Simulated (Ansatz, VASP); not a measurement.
# AlN in VASP and in Ansatz

```
Al N
1.0
     0.00000   -2.20157   -2.20157
    -2.20157    0.00000   -2.20157
     2.20157    2.20157   -4.40314
Al N
2 2
Direct
  0.99859 0.02075 0.00265
  0.50671 0.48456 0.50265
  0.36625 0.38610 0.86989
  0.87353 0.85368 0.36989
```

Change from the starting cell: mode 4 frozen in at -0.051 Å and mode 10 at +0.045 Å (largest displacements).

Alike in both runs: task single point; functional PBE; k mesh 6 × 6 × 6; occupations gaussian, width 0.05 eV; no spin polarisation.

```csv
,VASP,Ansatz
version,VASP 6.6.1,Ansatz 0.2.0
potentials or method,"VASP PAW PBE potentials, release 64 (Al, N)","scalar-relativistic, plane waves, PAW"
plane-wave cutoff (eV),520,520
valence electrons in the cell,16,16
```

|  | VASP | Ansatz | Ansatz less VASP |
| --- | --- | --- | --- |
| gap on the k mesh at the Fermi level (eV) | 3.13 | 3.14 | +0.008 |
| least direct gap on the mesh (eV) | 3.64 | 3.64 | +0.005 |
| pressure (GPa) | 0.2 | 0.4 | +0.26 |
| largest component of the traceless stress (GPa) | 4.12 | 4.11 | -0.014 |
| rms of the force components (eV/Å) | 0.542 | 0.540 | -0.0014 |

Atom by atom the forces differ by 0.001 eV/Å (rms over components). The functional is the same, so the differences come from potentials, cutoffs and numerics.

Caveats: forces of over 1 eV/Å show positions far from the minimum, so gaps and moduli don't describe the material at rest. A k mesh can miss the band edges.
